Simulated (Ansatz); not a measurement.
# ZrS2: the cost of one run

Method: DFT PBE+D3(BJ), scalar-relativistic, plane waves, PAW, in Ansatz 0.2.0.

## Step 1: The structure to begin with

The structure is trigonal, space group P-3m1 (No. 164). The conventional cell has a = 3.630 Å, b = 3.630 Å, c = 26.766 Å, α = 90.00°, β = 90.00°, γ = 120.00°. S (site symmetry 3m) is surrounded by 3 Zr at 2.55 Å. Around Zr (site symmetry 3m) lie 6 S at 2.55 Å.

As a file:

```cif
data_structure
_symmetry_space_group_name_H-M 'P-3m1'
_symmetry_Int_Tables_number 164
_cell_length_a 3.6300
_cell_length_b 3.6300
_cell_length_c 26.7656
_cell_angle_alpha 90.000
_cell_angle_beta 90.000
_cell_angle_gamma 120.000
_cell_volume 305.44
loop_
_atom_site_label
_atom_site_type_symbol
_atom_site_symmetry_multiplicity
_atom_site_Wyckoff_symbol
_atom_site_fract_x
_atom_site_fract_y
_atom_site_fract_z
_atom_site_occupancy
S1 S 2 d 0.66667 0.33333 0.33625 1
Zr1 Zr 2 c 0.00000 0.00000 0.39072 1
S2 S 2 d 0.33333 0.66667 0.44518 1
```

Two layers cut from the bulk, bulk lattice in the plane.

## Step 2: Relaxing the atoms

input.yaml

```yaml
crystal:
  lattice:
    - [3.62999904, 0.0, 0.0]
    - [-1.81499952, 3.14367138, 0.0]
    - [0.0, 0.0, 26.7656400374]
  atoms:
    - { symbol: S, position: [0.66666667, 0.33333333, 0.3362520002] }
    - { symbol: Zr, position: [0.0, 0.0, 0.3907181002] }
    - { symbol: S, position: [0.33333333, 0.66666667, 0.4451842001] }
    - { symbol: S, position: [0.66666667, 0.33333333, 0.5548157999] }
    - { symbol: Zr, position: [0.0, 0.0, 0.6092818998] }
    - { symbol: S, position: [0.33333333, 0.66666667, 0.6637479998] }
basis:
  ecutwfc: 420.0
  fft_grid_basis: typed
kpoints:
  mp_grid: { grid: [9, 9, 1] }
hamiltonian:
  xc: pbe
  dispersion: d3bj
scf:
  occupations: { method: gaussian, width: 0.05 }
output:
  forces: true
  eigenvalues: true
efield:
  axis: 3
  dipole_correction: true
  ramp_width: 0.04
relax:
  adjacent_minimum: "off"
  f_tol: 0.04
  max_steps: 40
```

Run with:

```
> ansatz run input.yaml --threads 1 --pin off --max-ram 2211MiB --backend cpu --events-out ev --progress --plain --runs-dir out
```

**Question.** How long does this run take on 1 thread of AMD EPYC 7R43 (Zen 3), shared host, and how much memory does it need?

About 52 s, with a peak of 0.52 GiB.
